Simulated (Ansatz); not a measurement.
# Density of states of CdS

Space group P6_3mc (No. 186). a = 4.135 Å, b = 4.135 Å, c = 6.749 Å, α = 90.00°, β = 90.00°, γ = 120.00°
| atom | site | symmetry | x | y | z |
| --- | --- | --- | --- | --- | --- |
| Cd | 2b | 3m. | 0.3333 | 0.6667 | 0.0000 |
| S | 2b | 3m. | 0.3333 | 0.6667 | 0.3850 |

The runs use the primitive cell with vectors (4.135, 0.000, 0.000), (-2.067, 3.581, 0.000), (0.000, 0.000, 6.749) Å, to which the k mesh refers.

The cell is COD entry 9008862, as deposited and not checked against the literature; nothing was relaxed. It differs from other determinations.

Level of theory: DFT, PBEsol, all-electron LAPW, scalar-relativistic in Ansatz 0.2.0.

Numerical set-up: a Γ-centred 7×7×4 k mesh, Fermi–Dirac smearing of 0.01 eV, basis error target 1 meV/atom, no spin polarisation.

Task: Which of the resolved shells contributes most in the top eV of the valence band?

Result: S 3p, with 90 % of all states there; Cd 4d follows with 7 %.

Task: Where is the centre of the filled Cd 4d states between -13 eV and the top of the filled states?

Result: -7.19 eV from the valence-band top.

Task: Tabulate the density of states.

Result: States per eV and cell, averaged over 0.6 eV, from -7.7 to 5.9 eV, with energies (bin centres) from the valence-band top; empty bins are left out. The partial columns, the largest 3 alone, are projections on Löwdin-orthogonalised atomic shells (those that the program's projection atoms carry: the occupied ones and, for some elements, an empty d or f shell; other empty shells have no column), summed over atoms of an element. Weights on diffuse s and p shells depend on that basis and aren't pure angular character.
```json
{"E (eV)": "-7.5", "total": "26.98", "Cd 4d": "25.79", "S 3p": "1.04", "Cd 5s": "0.09"}
{"E (eV)": "-6.9", "total": "6.36", "Cd 4d": "5.80", "S 3p": "0.09", "Cd 5s": "0.09"}
{"E (eV)": "-4.5", "total": "0.15", "Cd 4d": "0.00", "S 3p": "0.09", "Cd 5s": "0.04"}
{"E (eV)": "-3.9", "total": "3.88", "Cd 4d": "0.16", "S 3p": "2.46", "Cd 5s": "1.11"}
{"E (eV)": "-3.3", "total": "1.41", "Cd 4d": "0.10", "S 3p": "0.88", "Cd 5s": "0.31"}
{"E (eV)": "-2.7", "total": "1.65", "Cd 4d": "0.09", "S 3p": "1.30", "Cd 5s": "0.14"}
{"E (eV)": "-2.1", "total": "3.30", "Cd 4d": "0.18", "S 3p": "2.83", "Cd 5s": "0.11"}
{"E (eV)": "-1.5", "total": "4.08", "Cd 4d": "0.24", "S 3p": "3.59", "Cd 5s": "0.06"}
{"E (eV)": "-0.9", "total": "4.46", "Cd 4d": "0.28", "S 3p": "4.00", "Cd 5s": "0.02"}
{"E (eV)": "-0.3", "total": "1.07", "Cd 4d": "0.08", "S 3p": "0.96", "Cd 5s": "0.00"}
{"E (eV)": "1.5", "total": "0.02", "Cd 4d": "0.00", "S 3p": "0.00", "Cd 5s": "0.01"}
{"E (eV)": "2.1", "total": "0.13", "Cd 4d": "0.00", "S 3p": "0.03", "Cd 5s": "0.07"}
{"E (eV)": "2.7", "total": "0.43", "Cd 4d": "0.00", "S 3p": "0.10", "Cd 5s": "0.23"}
{"E (eV)": "3.3", "total": "1.77", "Cd 4d": "0.00", "S 3p": "0.37", "Cd 5s": "0.84"}
{"E (eV)": "3.9", "total": "2.94", "Cd 4d": "0.01", "S 3p": "0.61", "Cd 5s": "1.21"}
{"E (eV)": "4.5", "total": "1.38", "Cd 4d": "0.00", "S 3p": "0.31", "Cd 5s": "0.52"}
{"E (eV)": "5.1", "total": "2.77", "Cd 4d": "0.01", "S 3p": "0.28", "Cd 5s": "0.33"}
{"E (eV)": "5.7", "total": "3.15", "Cd 4d": "0.01", "S 3p": "0.27", "Cd 5s": "0.29"}
```
